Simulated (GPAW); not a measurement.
# CoO (I4/mmm) in GPAW: further runs

One crystal, CoO, is run at these levels: PBE+U; tasks: single point, optical spectrum, energy-loss spectrum.

Everything below comes from runs of GPAW 26.7.0. Logs are shortened: lines on timing, memory, paths and dates and some standing lists are left out, and cuts for length are marked. The log counts tension as positive stress, the text compression.

### Step 1. The crystal as given

The structure is tetragonal, space group I4/mmm (No. 139). The conventional cell has a = 3.016 Å, b = 3.016 Å, c = 4.214 Å, α = 90.00°, β = 90.00°, γ = 90.00°. Co (site symmetry 4/mmm) is surrounded by 6 O at 2.11 to 2.13 Å. Around O (site symmetry 4/mmm) lie 6 Co at 2.11 to 2.13 Å.

### Step 2. Single point, PBE+U, collinear spin, ferromagnetic start

Input file run.py:

```python
from ase.dft.bandgap import bandgap
from ase.io import read, write
from ase.units import GPa
from gpaw import GPAW, PW

atoms = read('POSCAR')
atoms.set_initial_magnetic_moments([3.0, 0.0])

calc = GPAW(mode=PW(600),
            xc='PBE',
            kpts={'size': (10, 10, 10), 'gamma': True},
            occupations={'name': 'fermi-dirac', 'width': 0.05},
            setups={'Co': ':d,3.0'},
            nbands=17,
            maxiter=120,
            txt='gpaw.txt')
atoms.calc = calc
energy = atoms.get_potential_energy()
forces = atoms.get_forces()
stress = atoms.get_stress()
calc.write('gs.gpw')
write('result.traj', atoms)
print(f'Energy: {energy:.6f} eV')
print('Forces (eV/A):')
print(forces.round(4))
print('Stress (GPa):', (stress / GPa).round(3))
print('Moments:', calc.get_magnetic_moments().round(3))
print('Fermi level:', round(calc.get_fermi_level(), 4), 'eV')
print(f'Gap: {bandgap(calc)[0]:.4f} eV, direct: {bandgap(calc, direct=True)[0]:.4f} eV')
```

Input file POSCAR:

```
CoO
1.0
   -1.5080000000      1.5080000000      2.1072475377
    1.5080000000     -1.5080000000      2.1072475377
    1.5080000000      1.5080000000     -2.1072475377
Co O
1 1
Direct
    0.0000000000      0.0000000000      0.0000000000
    0.5000000000      0.5000000000      0.0000000000
```

Potentials or basis: GPAW PAW data sets (gpaw-data 1.2.1), pw.

The run is started by

```bash
> OMP_NUM_THREADS=1 python run.py
```

gpaw.txt:

```text
__  _  _
 | _ |_)|_||  |
 |__||  | ||/\| - 26.7.0

Input parameters:
  mode=PW(ecut=600.0),
  kpts=MonkhorstPack(size=(10, 10, 10), gamma=True),
  maxiter=120,
  nbands=17,
  occupations=Occupations(name='fermi-dirac', width=0.05),
  setups={'Co': ':d,3.0'},
  xc=XC(name='PBE')

Diagonalizing LCAO Hamiltonian
Converting LCAO to pw mode

       O

       Co

Atoms  # Å, Bohr magnetons
|   | symbol |        x |        y |        z |    initial magnetic moments |
|---|--------|----------|----------|----------|-----------------------------|
| 0 |     Co | 0.000000 | 0.000000 | 0.000000 | ( 0.0000,  0.0000,  3.0000) |
| 1 |      O | 0.000000 | 0.000000 | 2.107248 | ( 0.0000,  0.0000,  0.0000) |

Unit cell  # Å
| periodic |         x |         y |         z |  lengths |     angles |
|----------|-----------|-----------|-----------|----------|------------|
|      yes | -1.508000 |  1.508000 |  2.107248 | 2.998103 | 119.604665 |
|      yes |  1.508000 | -1.508000 |  2.107248 | 2.998103 | 119.604665 |
|      yes |  1.508000 |  1.508000 | -2.107248 | 2.998103 |  90.686115 |

Number of symmetries: 16
Symmetry operations  # r_c * U_cc + t_c -> r_c
|    | kind |            matrix            |
|----|------|------------------------------|
|  0 |  σ   |  1, 1, 1,  0, 0,-1,  0,-1, 0 |
|  1 |  C4  |  1, 1, 1,  0, 0,-1, -1, 0, 0 |
|  2 |  E   |  1, 0, 0,  0, 1, 0,  0, 0, 1 |
|  3 |  σ   |  1, 0, 0,  0, 1, 0, -1,-1,-1 |
|  4 |  σ   |  0, 1, 0,  1, 0, 0,  0, 0, 1 |
|  5 |  C2  |  0, 1, 0,  1, 0, 0, -1,-1,-1 |
|  6 |  C2  |  0, 0, 1, -1,-1,-1,  1, 0, 0 |
|  7 |  S4  |  0, 0, 1, -1,-1,-1,  0, 1, 0 |
|  8 |  C4  |  0, 0,-1,  1, 1, 1,  0,-1, 0 |
|  9 |  σ   |  0, 0,-1,  1, 1, 1, -1, 0, 0 |
| 10 |  σ   |  0,-1, 0, -1, 0, 0,  1, 1, 1 |
| 11 |  C2  |  0,-1, 0, -1, 0, 0,  0, 0,-1 |
| 12 |  C2  | -1, 0, 0,  0,-1, 0,  1, 1, 1 |
| 13 |  i   | -1, 0, 0,  0,-1, 0,  0, 0,-1 |
| 14 |  S4  | -1,-1,-1,  0, 0, 1,  1, 0, 0 |
| 15 |  C2  | -1,-1,-1,  0, 0, 1,  0, 1, 0 |

BZ-sampling:
  Number of BZ points: 1000
  Number of IBZ points: 102

  Monkhorst-Pack size: [10, 10, 10]
  Monkhorst-Pack shift: [0.05, 0.05, 0.05]

K-points  # in reciprocal-cell coordinates
|     |                                coordinates |     weight |
|-----|--------------------------------------------|------------|
|   0 | (  0.00000000,   0.00000000,   0.00000000) | 0.00100000 |
|   1 | (  0.10000000,  -0.10000000,   0.00000000) | 0.00400000 |
|   2 | (  0.10000000,  -0.10000000,   0.10000000) | 0.00400000 |
|   3 | (  0.10000000,   0.00000000,   0.00000000) | 0.00800000 |
|   4 | (  0.10000000,   0.10000000,  -0.10000000) | 0.00200000 |
|   5 | (  0.20000000,  -0.20000000,   0.00000000) | 0.00400000 |
|   6 | (  0.20000000,  -0.20000000,   0.10000000) | 0.00800000 |
|   7 | (  0.20000000,  -0.20000000,   0.20000000) | 0.00400000 |
|   8 | (  0.20000000,  -0.10000000,   0.00000000) | 0.01600000 |
|   9 | (  0.20000000,  -0.10000000,   0.10000000) | 0.00800000 |
| ... |                                            |            |
| 101 | (  0.50000000,   0.50000000,   0.50000000) | 0.00100000 |

Plane wave coefficients: 653
Cutoff: 600.0 eV

Spin-components: 2 (collinear spins)
Bands:           17
Projectors:      11
Spin-degeneracy: 1
Datatype:        complex128

Parallelization:
  kpt:    1
  domain: 1
  band:   1

Density:
  Valence electrons: 15.0
  Components: 2
  Grid points: [18 18 18]
  Charge: 0.0  # |e|

Potential:
  Grid points: [18 18 18]

species:
  Co:
    name:    Cobalt
    Z:       27.0
    valence: 9
    core:    18
    charge:  0.0  # [|e|]
    Hubbard: {U: 3.0,  # eV
              l: 2,
              scale: True}
    compensation charges:
      type: gauss
      rc: 0.32  # [Å]
      lmax: 2
    cutoffs:
      filter: 1.87  # [Å]
      core: 2.55  # [Å]
    projectors
    | kind |    occ | energy [eV] | rcut [Å] |
    |------|--------|-------------|----------|
    |   4s |  2.000 |      -5.469 |    1.005 |
    |   4p |  0.000 |      -1.277 |    1.058 |
    |   3d |  7.000 |      -8.205 |    1.005 |
    |    s |        |      21.742 |    1.005 |
    |    p |        |      25.934 |    1.058 |
    |    d |        |      19.007 |    1.005 |

    Using partial waves for Co as LCAO basis

  O:
    name:    Oxygen
    Z:       8.0
    valence: 6
    core:    2
    charge:  0.0  # [|e|]
    compensation charges:
      type: gauss
      rc: 0.21  # [Å]
      lmax: 2
    cutoffs:
      filter: 1.17  # [Å]
      core: 0.83  # [Å]
    projectors
    | kind |    occ | energy [eV] | rcut [Å] |
    |------|--------|-------------|----------|
    |   2s |  2.000 |     -23.961 |    0.688 |
    |   2p |  4.000 |      -9.029 |    0.598 |
    |    s |        |       3.251 |    0.688 |
    |    p |        |      18.182 |    0.598 |
    |    d |        |       0.000 |    0.619 |

    Using partial waves for O as LCAO basis

Reference energy: -39943.562207  # eV

eigensolver:
  PPCG
  Converge bands: occupied
  niter=2

density mixing:
  MSR1-Mixer
  Pratt-step length: 0.05
  Maximum mixing coefficient: 0.75
  Old densities: 10
  SVD Regularization: 0.005
  Good broyden scale: 1.0
  Trust region scale: 1.0
  Backstep threshold: 4.0
  History deletion threshold: 6.0
  Fourier metric: weight=20.0, sigma=0.015

occupation numbers:
  Fermi-Dirac:
    width: 0.0500  # eV

poisson solver:
  ecut: 4800.0  # eV

xc functional:
  name: PBE with 2 nearest neighbor stencil

convergence criteria:
- Maximum [total energy] change in last 3 cyles: 0.0005 eV / valence electron
- Maximum integral of absolute [dens]ity change: 0.0001 electrons / valence electron
- Maximum integral of absolute [eigenst]ate change: 4e-08 eV^2 / valence electron
maximum number of iterations: 120

SCF iterations
|iter     | |      energy | eigst |  dens |  magmom |
|---------|-|-------------|-------|-------|---------|
|iter:   1| |  -13.159160 | -0.07 |       |  +3.0023|
|iter:   2| |  -12.976077 | -2.19 | -0.87 |  +3.0022|
|iter:   3| |  -12.905001 | -1.83 | -0.91 |  +3.0001|
|iter:   4| |  -13.098771 | -2.89 | -1.34 |  +2.9999|
|iter:   5| |  -13.252856 | -2.88 | -1.55 |  +2.9998|
|iter:   6| |  -13.353231 | -2.45 | -1.65 |  +3.0000|
|iter:   7| |  -13.361867 | -3.40 | -1.88 |  +3.0000|
|iter:   8| |  -13.363581 | -4.65 | -2.60 |  +3.0000|
|iter:   9| |  -13.363610c| -5.74 | -3.06 |  +3.0000|
|iter:  10| |  -13.363611c| -6.87 | -3.73 |  +3.0000|
|iter:  11| |  -13.363611c| -7.90c| -4.33c|  +3.0000|

Converged in 11 steps
Energy contributions relative to reference atoms: (reference = -39943.562207)

Energy contributions:
  Kinetic:          34.187700
  Coulomb:         -29.219222
  Zero:             -0.003663
  External:          0.000000
  Xc:              -18.320614
  Entropy:          -0.015624
  Spinorbit:         0.000000
  ----------------------------
  Free energy:     -13.371423
  Extrapolated:    -13.363611

dipole moment: (-8.240744, -8.240744, 0.318952)  # |e|*Ang

Total magnetic moment: (0.000000, 0.000000, 3.000000)

Local magnetic moments
|        x |        y |        z |
|----------|----------|----------|
| 0.000000 | 0.000000 | 2.686795 |  # Co   0
| 0.000000 | 0.000000 | 0.189831 |  # O    1

Fermi level: 8.984
Eigenvalues  # (at kpt = [0.000, 0.000, 0.000])
| band index |      eig [eV] | occ [0-1] |      eig [eV] | occ [0-1] |
|------------|---------------|-----------|---------------|-----------|
|          0 |       -11.233 |     1.000 |       -10.837 |     1.000 |
|          1 |         3.649 |     1.000 |         6.301 |     1.000 |
|          2 |         3.965 |     1.000 |         6.403 |     1.000 |
|          3 |         3.965 |     1.000 |         6.403 |     1.000 |
|          4 |         4.084 |     1.000 |         6.477 |     1.000 |
|          5 |         4.925 |     1.000 |         7.928 |     1.000 |
[... 9 lines left out ...]
|         15 |        30.268 |     0.000 |        31.219 |     0.000 |
|         16 |        30.427 |     0.000 |        31.612 |     0.000 |

No gap
No difference between direct/indirect transitions

Forces  # eV/Ang
|        x |        y |       z |
|----------|----------|---------|
|  0.00000 |  0.00000 | 0.00000 |  # Co   0
| -0.00000 | -0.00000 | 0.00000 |  # O    1

Stress tensor  # eV/Ang^3
|         x |         y |        z |
|-----------|-----------|----------|
| -0.005970 |  0.000000 | 0.000000 |
|  0.000000 | -0.005970 | 0.000000 |
|  0.000000 |  0.000000 | 0.043273 |

# Writing to gs.gpw (mode='')
```

Run time: 73 s. Hardware: 1 thread of Arm Neoverse V1, shared host; peak memory 0.18 GiB.

What came out:

| Property | Result |
| --- | --- |
| Free energy | -13.3714 eV |
| Pressure | -1.7 GPa |
| Band gap on the k mesh | none (metal or under the smearing width) |
| Net moment | 3.00 μB per cell |
| Site moments | Co +2.69; O +0.19 μB |

Caveat: the cutoff is short for stress and forces, so pressures can be off by a GPa or more; a cell with one magnetic atom can't hold antiferromagnetic order, which such compounds often take.

### Step 3. Optical spectrum, PBE+U, collinear spin, ferromagnetic start

Input file run.py:

```python
from ase.dft.bandgap import bandgap
from ase.io import read, write
from gpaw import GPAW, PW
from gpaw.response.df import DielectricFunction

atoms = read('POSCAR')
atoms.set_initial_magnetic_moments([3.0, 0.0])

calc = GPAW(mode=PW(600),
            xc='PBE',
            kpts={'size': (10, 10, 10), 'gamma': True},
            occupations={'name': 'fermi-dirac', 'width': 0.05},
            setups={'Co': ':d,3.0'},
            nbands=17,
            convergence={'density': 0.0001},
            maxiter=75,
            txt='gpaw.txt')
atoms.calc = calc
energy = atoms.get_potential_energy()
calc.write('gs.gpw')
write('result.traj', atoms)
print(f'Energy: {energy:.6f} eV')
print('Moments:', calc.get_magnetic_moments().round(3))
print('Fermi level:', round(calc.get_fermi_level(), 4), 'eV')
print(f'Gap: {bandgap(calc)[0]:.4f} eV, direct: {bandgap(calc, direct=True)[0]:.4f} eV')

dense = calc.fixed_density(kpts={'size': (9, 9, 9), 'gamma': True},
                           nbands=24, convergence={'bands': 18, 'eigenstates': 1e-7},
                           update_fermi_level=True, txt='dense.txt')
dense.write('dense.gpw', mode='all')

df = DielectricFunction('dense.gpw', frequencies={'type': 'nonlinear', 'domega0': 0.1, 'omega2': 5},
                        eta=0.02, ecut=30, nbands=18, rate='eta', txt='df.txt')
for direction in ['x', 'z']:
    df.get_dielectric_function(xc='RPA', direction=direction, filename=f'df_{direction}.csv')
```

POSCAR is that of step 2.

Potentials or basis: GPAW PAW data sets (gpaw-data 1.2.1), pw.

The run is started by

```bash
> OMP_NUM_THREADS=1 python run.py
```

gpaw.txt:

```text
__  _  _
 | _ |_)|_||  |
 |__||  | ||/\| - 26.7.0

Input parameters:
  mode=PW(ecut=600.0),
  convergence={'density': 0.0001},
  kpts=MonkhorstPack(size=(10, 10, 10), gamma=True),
  maxiter=75,
  nbands=17,
  occupations=Occupations(name='fermi-dirac', width=0.05),
  setups={'Co': ':d,3.0'},
  xc=XC(name='PBE')

Diagonalizing LCAO Hamiltonian
Converting LCAO to pw mode

       O

       Co

Atoms  # Å, Bohr magnetons
|   | symbol |        x |        y |        z |    initial magnetic moments |
|---|--------|----------|----------|----------|-----------------------------|
| 0 |     Co | 0.000000 | 0.000000 | 0.000000 | ( 0.0000,  0.0000,  3.0000) |
| 1 |      O | 0.000000 | 0.000000 | 2.107248 | ( 0.0000,  0.0000,  0.0000) |

Unit cell  # Å
| periodic |         x |         y |         z |  lengths |     angles |
|----------|-----------|-----------|-----------|----------|------------|
|      yes | -1.508000 |  1.508000 |  2.107248 | 2.998103 | 119.604665 |
|      yes |  1.508000 | -1.508000 |  2.107248 | 2.998103 | 119.604665 |
|      yes |  1.508000 |  1.508000 | -2.107248 | 2.998103 |  90.686115 |

Number of symmetries: 16
Symmetry operations  # r_c * U_cc + t_c -> r_c
|    | kind |            matrix            |
|----|------|------------------------------|
|  0 |  σ   |  1, 1, 1,  0, 0,-1,  0,-1, 0 |
|  1 |  C4  |  1, 1, 1,  0, 0,-1, -1, 0, 0 |
|  2 |  E   |  1, 0, 0,  0, 1, 0,  0, 0, 1 |
|  3 |  σ   |  1, 0, 0,  0, 1, 0, -1,-1,-1 |
|  4 |  σ   |  0, 1, 0,  1, 0, 0,  0, 0, 1 |
|  5 |  C2  |  0, 1, 0,  1, 0, 0, -1,-1,-1 |
|  6 |  C2  |  0, 0, 1, -1,-1,-1,  1, 0, 0 |
|  7 |  S4  |  0, 0, 1, -1,-1,-1,  0, 1, 0 |
|  8 |  C4  |  0, 0,-1,  1, 1, 1,  0,-1, 0 |
|  9 |  σ   |  0, 0,-1,  1, 1, 1, -1, 0, 0 |
| 10 |  σ   |  0,-1, 0, -1, 0, 0,  1, 1, 1 |
| 11 |  C2  |  0,-1, 0, -1, 0, 0,  0, 0,-1 |
| 12 |  C2  | -1, 0, 0,  0,-1, 0,  1, 1, 1 |
| 13 |  i   | -1, 0, 0,  0,-1, 0,  0, 0,-1 |
| 14 |  S4  | -1,-1,-1,  0, 0, 1,  1, 0, 0 |
| 15 |  C2  | -1,-1,-1,  0, 0, 1,  0, 1, 0 |

BZ-sampling:
  Number of BZ points: 1000
  Number of IBZ points: 102

  Monkhorst-Pack size: [10, 10, 10]
  Monkhorst-Pack shift: [0.05, 0.05, 0.05]

K-points  # in reciprocal-cell coordinates
|     |                                coordinates |     weight |
|-----|--------------------------------------------|------------|
|   0 | (  0.00000000,   0.00000000,   0.00000000) | 0.00100000 |
[... 72 lines left out ...]
      rc: 0.21  # [Å]
      lmax: 2
    cutoffs:
      filter: 1.17  # [Å]
      core: 0.83  # [Å]
    projectors
    | kind |    occ | energy [eV] | rcut [Å] |
    |------|--------|-------------|----------|
    |   2s |  2.000 |     -23.961 |    0.688 |
    |   2p |  4.000 |      -9.029 |    0.598 |
    |    s |        |       3.251 |    0.688 |
    |    p |        |      18.182 |    0.598 |
    |    d |        |       0.000 |    0.619 |

    Using partial waves for O as LCAO basis

Reference energy: -39943.562207  # eV

eigensolver:
  PPCG
  Converge bands: occupied
  niter=2

density mixing:
  MSR1-Mixer
  Pratt-step length: 0.05
  Maximum mixing coefficient: 0.75
  Old densities: 10
  SVD Regularization: 0.005
  Good broyden scale: 1.0
  Trust region scale: 1.0
  Backstep threshold: 4.0
  History deletion threshold: 6.0
  Fourier metric: weight=20.0, sigma=0.015

occupation numbers:
  Fermi-Dirac:
    width: 0.0500  # eV

poisson solver:
  ecut: 4800.0  # eV

xc functional:
  name: PBE with 2 nearest neighbor stencil

convergence criteria:
- Maximum integral of absolute [dens]ity change: 0.0001 electrons / valence electron
- Maximum [total energy] change in last 3 cyles: 0.0005 eV / valence electron
- Maximum integral of absolute [eigenst]ate change: 4e-08 eV^2 / valence electron
maximum number of iterations: 75

SCF iterations
|iter     | |      energy | eigst |  dens |  magmom |
|---------|-|-------------|-------|-------|---------|
|iter:   1| |  -13.159160 | -0.07 |       |  +3.0023|
|iter:   2| |  -12.976077 | -2.19 | -0.87 |  +3.0022|
|iter:   3| |  -12.905001 | -1.83 | -0.91 |  +3.0001|
|iter:   4| |  -13.098771 | -2.89 | -1.34 |  +2.9999|
|iter:   5| |  -13.252856 | -2.88 | -1.55 |  +2.9998|
|iter:   6| |  -13.353231 | -2.45 | -1.65 |  +3.0000|
|iter:   7| |  -13.361867 | -3.40 | -1.88 |  +3.0000|
|iter:   8| |  -13.363581 | -4.65 | -2.60 |  +3.0000|
|iter:   9| |  -13.363610c| -5.74 | -3.06 |  +3.0000|
|iter:  10| |  -13.363611c| -6.87 | -3.73 |  +3.0000|
|iter:  11| |  -13.363611c| -7.90c| -4.33c|  +3.0000|

Converged in 11 steps
Energy contributions relative to reference atoms: (reference = -39943.562207)

Energy contributions:
  Kinetic:          34.187700
  Coulomb:         -29.219222
  Zero:             -0.003663
  External:          0.000000
  Xc:              -18.320614
  Entropy:          -0.015624
  Spinorbit:         0.000000
  ----------------------------
  Free energy:     -13.371423
  Extrapolated:    -13.363611

dipole moment: (-8.240744, -8.240744, 0.318952)  # |e|*Ang

Total magnetic moment: (0.000000, 0.000000, 3.000000)

Local magnetic moments
|        x |        y |        z |
|----------|----------|----------|
| 0.000000 | 0.000000 | 2.686795 |  # Co   0
| 0.000000 | 0.000000 | 0.189831 |  # O    1

Fermi level: 8.984
Eigenvalues  # (at kpt = [0.000, 0.000, 0.000])
| band index |      eig [eV] | occ [0-1] |      eig [eV] | occ [0-1] |
|------------|---------------|-----------|---------------|-----------|
|          0 |       -11.233 |     1.000 |       -10.837 |     1.000 |
|          1 |         3.649 |     1.000 |         6.301 |     1.000 |
|          2 |         3.965 |     1.000 |         6.403 |     1.000 |
|          3 |         3.965 |     1.000 |         6.403 |     1.000 |
|          4 |         4.084 |     1.000 |         6.477 |     1.000 |
|          5 |         4.925 |     1.000 |         7.928 |     1.000 |
[... 9 lines left out ...]
|         15 |        30.268 |     0.000 |        31.219 |     0.000 |
|         16 |        30.427 |     0.000 |        31.612 |     0.000 |

No gap
No difference between direct/indirect transitions
# Writing to gs.gpw (mode='')
```

df.txt:

```text
NonLinearFrequencyDescriptor(from 0.000 to 52.088 eV, 99 points)
NonLinearFrequencyDescriptor(from 0.000 to 52.088 eV, 99 points)

Calculating chi0 body with:
    Ground state adapter containing:
    Number of spins: 2
    Number of kpoints: 729
    Number of irreducible kpoints: 75
    Number of completely occupied states: 5
    Number of partially occupied states: 9

    Linear response parametrization:
    q_c: [0.0, 0.0, 0.0]
[... 41 lines left out ...]

    Ground state adapter containing:
    Number of spins: 2
    Number of kpoints: 729
    Number of irreducible kpoints: 75
    Number of completely occupied states: 5
    Number of partially occupied states: 9

Symmetries of q_c:
    Direct symmetries (Uq -> q): 16
    Indirect symmetries (TUq -> q): 0
In total 16 allowed symmetries.

Integral kind: intraband
Plasma frequency:
[[2.02-0.j 0.  +0.j 0.  +0.j]
 [0.  +0.j 2.02-0.j 0.  +0.j]
 [0.  +0.j 0.  +0.j 3.19-0.j]]

Finished calculating chi0
```

Run time: 2.4 min. Hardware: 1 thread of Arm Neoverse V1, shared host; peak memory 0.35 GiB.

These settings aren't checked as converged: the numbers below hold their error.

Results:

```
Free energy            : -13.3714 eV
Band gap on the k mesh : none (metal or under the smearing width)
Net moment             : 3.00 μB per cell
Site moments           : Co +2.69; O +0.19 μB
```

Caveat: the intraband term hangs on this k mesh; the long-wavelength limit can be off by several per cent where d states take part; response on these states lacks terms of the Hamiltonian; spectra need much finer meshes, so this one isn't converged; independent-particle spectra lack excitons; a cell with one magnetic atom can't hold antiferromagnetic order, which such compounds often take.

[end of part 1 of 2]
